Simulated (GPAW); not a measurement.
A calculation with GPAW 26.7.0 of Si (ASE script, structure typed inline):

The input run.py:

```python
from ase import Atoms
from ase.dft.bandgap import bandgap
from ase.io import write
from ase.units import GPa
from gpaw import GPAW, PW

atoms = Atoms(['Si'],
              cell=[[2.53211, 0.0, 0.0],
                    [0.0, 2.53211, 0.0],
                    [0.0, 0.0, 2.53211]],
              scaled_positions=[[0.5, 0.5, 0.5]],
              pbc=True)

calc = GPAW(mode=PW(600),
            xc='PBE',
            kpts={'size': (10, 10, 10), 'gamma': True},
            occupations={'name': 'fermi-dirac', 'width': 0.05},
            nbands=8,
            convergence={'density': 1e-05, 'energy': 1e-05},
            maxiter=150,
            txt='gpaw.txt')
atoms.calc = calc
energy = atoms.get_potential_energy()
forces = atoms.get_forces()
stress = atoms.get_stress()
calc.write('gs.gpw')
write('result.traj', atoms)
print(f'Energy: {energy:.6f} eV')
print('Forces (eV/A):')
print(forces.round(4))
print('Stress (GPa):', (stress / GPa).round(3))
print('Fermi level:', round(calc.get_fermi_level(), 4), 'eV')
print(f'Gap: {bandgap(calc)[0]:.4f} eV, direct: {bandgap(calc, direct=True)[0]:.4f} eV')
```

Potentials or basis: GPAW PAW data sets (gpaw-data 1.2.1), pw.

Run with:

```console
$ OMP_NUM_THREADS=1 python run.py
```

The cell was built by a generator and needn't be a form met in nature.

Q: Write the same calculation in another form: native input, Cartesian positions.

A: As run:

Contents of run.py:

```python
from ase.io import read
from gpaw import PW
from gpaw.dft import DFT

atoms = read('Si.xyz')

dft = DFT(atoms,
          mode=PW(600),
          xc='PBE',
          kpts={'size': (10, 10, 10), 'gamma': True},
          occupations={'name': 'fermi-dirac', 'width': 0.05},
          nbands=8,
          convergence={'density': 1e-05, 'energy': 1e-05},
          maxiter=150,
          txt='gpaw.txt')
print(f'Energy: {dft.calculate_energy():.6f} eV')
print('Forces (eV/A):')
print(dft.calculate_forces().round(4))
print('Stress (eV/A^3):', dft.calculate_stress().round(6))
dft.write_gpw_file('gs.gpw')
```

The input Si.xyz:

```xyz
1
Lattice="2.5321100000 0.0000000000 0.0000000000 0.0000000000 2.5321100000 0.0000000000 0.0000000000 0.0000000000 2.5321100000" Properties=species:S:1:pos:R:3 pbc="T T T"
Si     1.2660550000      1.2660550000      1.2660550000
```

Potentials or basis: GPAW PAW data sets (gpaw-data 1.2.1), pw.

Launch:

```sh
$ OMP_NUM_THREADS=1 python run.py
```

Both were run:

|  | ASE script, structure typed inline | native input, Cartesian positions |
| --- | --- | --- |
| Pressure | 0.6 GPa | 0.6 GPa |
| Band gap on the k mesh | none (metal or under the smearing width) | none (metal or under the smearing width) |

Keys that steer only the numerical path or the files written may differ.
